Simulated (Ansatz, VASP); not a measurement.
This is a calculation of AlN for Ansatz 0.2.0. Measurements of this composition are mostly on another form, of space group No. 186.

The input input.yaml:

```yaml
crystal:
  lattice:
    - [0.0, 2.1839935596, 2.1839935596]
    - [2.1839935596, 0.0, 2.1839935596]
    - [2.1839935596, 2.1839935596, 0.0]
  atoms:
    - { symbol: Al, position: [0.0, 0.0, 0.0] }
    - { symbol: "N", position: [0.25, 0.25, 0.25] }
hamiltonian:
  xc: pbesol
  pseudopotentials: { kind: paw }
kpoints:
  mp_grid: { grid: [10, 10, 10] }
scf:
  occupations: { method: fermi_dirac, width: 0.05 }
output:
  forces: true
  stress: true
  eigenvalues: true
  write_density: true
  write_potential: true
  elf: true
  volumetric_format: npy
```

Potentials or basis: Ansatz PAW.

Command:

```console
$ ansatz run input.yaml --threads 1 --pin off --max-ram 3584MiB --backend cpu --events-out ev --progress --plain --runs-dir out
```

Question: What does the same run look like in VASP 6.6.1? Potentials or basis there: PBE PAW files Al, N, 520 eV.

Answer: As run (cutoffs and basis follow the program's own potentials, and thresholds, step limits or extra output files can differ):

File INCAR:

```
ALGO = Normal
EDIFF = 1E-7
ENCUT = 520
GGA = PS
ISIF = 2
ISMEAR = -1
LASPH = T
LCHARG = F
LREAL = F
LWAVE = F
NBANDS = 11
NELM = 100
PREC = Accurate
SIGMA = 0.05
```

The input KPOINTS:

```
k-points
0
Gamma
  10 10 10
```

The input POSCAR:

```
AlN
1.0
    0.0000000000      2.1839935596      2.1839935596
    2.1839935596      0.0000000000      2.1839935596
    2.1839935596      2.1839935596      0.0000000000
Al N
1 1
Direct
    0.0000000000      0.0000000000      0.0000000000
    0.2500000000      0.2500000000      0.2500000000
```

Potentials or basis: VASP PAW PBE potentials, release 64 (Al, N).

Run with:

```console
$ cat potpaw_PBE.64/Al/POTCAR potpaw_PBE.64/N/POTCAR > POTCAR
$ mpirun -np 1 vasp_std > vasp.out
```

Both were run:

|  | Ansatz | VASP |
| --- | --- | --- |
| Pressure | 1.3 GPa | 1.3 GPa |

Ansatz's pressure holds a Pulay term of +0.53 GPa for its cutoff of 420 eV, which the other run lacks.

Ansatz's potentials were made for PBE. VASP's potentials were made for PBE.

Where Ansatz's input types no cutoff or centring, it takes its own default and a Γ-centred mesh.

Pressure is positive in compression.
